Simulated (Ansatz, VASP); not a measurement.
MgS in VASP and in Ansatz

INCAR

```
PREC     = Accurate       # precision mode
ENCUT    = 520            # plane-wave cutoff, eV
EDIFF    = 1E-7           # SCF threshold, eV
ISMEAR   = -1             # smearing method
SIGMA    = 0.02           # smearing width, eV
LREAL    = F              # projectors in reciprocal space
LASPH    = T              # aspherical terms in the spheres
NELM     = 100            # most SCF steps
ALGO     = Normal         # electronic algorithm
ISIF     = 2              # what is computed and relaxed
LWAVE    = F              # write WAVECAR
LCHARG   = F              # write CHGCAR
GGA      = PE             # functional
NBANDS   = 11             # bands
```

KPOINTS

```
regular mesh
0
Gamma
  8 8 8
```

File POSCAR:

```
MgS
1.0
    0.0000000000      2.8591856096      2.7908474565
    2.8591856096      0.0000000000      2.7908474565
    2.8591856096      2.8591856096      0.0000000000
Mg S
1 1
Direct
    0.0000000000      0.0000000000      0.0000000000
    0.2500000000      0.2500000000      0.2500000000
```

Input for Ansatz:

```yaml
crystal:
  lattice:
    - [0.0, 2.8591856096, 2.7908474565]
    - [2.8591856096, 0.0, 2.7908474565]
    - [2.8591856096, 2.8591856096, 0.0]
  atoms:
    - { symbol: Mg, position: [0.0, 0.0, 0.0] }
    - { symbol: S, position: [0.25, 0.25, 0.25] }
kpoints:
  mp_grid: { grid: [8, 8, 8] }
  band_path:
    path:
      - [0.0, 0.0, 0.0]
      - [-0.5, -0.5, 0.0]
      - [-0.375, -0.375, 0.25]
      - [-0.375, 0.0, 0.375]
      - [0.0, 0.0, 0.5]
      - [-0.5, -0.25, 0.25]
    npoints: 1
hamiltonian:
  xc: pbe
scf:
  occupations: { method: fermi_dirac, width: 0.02 }
  n_extra_bands: 4
output:
  forces: true
  stress: true
  eigenvalues: true
```

Change from the starting cell: epitaxial_xy strain +1.0%.

Alike in both runs: task single point; functional PBE; k mesh 8 × 8 × 8; occupations fermi-dirac, width 0.02 eV; no spin polarisation.

|  | VASP | Ansatz |
| --- | --- | --- |
| version | VASP 6.6.1 | Ansatz 0.2.0 |
| potentials or method | VASP PAW PBE potentials, release 64 (Mg, S) | plane waves, PAW |
| plane-wave cutoff (eV) | 520 | 420 |
| valence electrons in the cell | 8 | 16 |

```tsv
	VASP	Ansatz	Ansatz less VASP
gap on the k mesh at the Fermi level (eV)	3.39	3.40	+0.008
pressure (GPa)	0.6	0.7	+0.15
largest component of the traceless stress (GPa)	0.31	0.31	-0.004
```

The functional is the same, so the differences come from potentials, cutoffs and numerics. The two sets of potentials don't hold the same shells in valence.

A k mesh can miss the band edges.
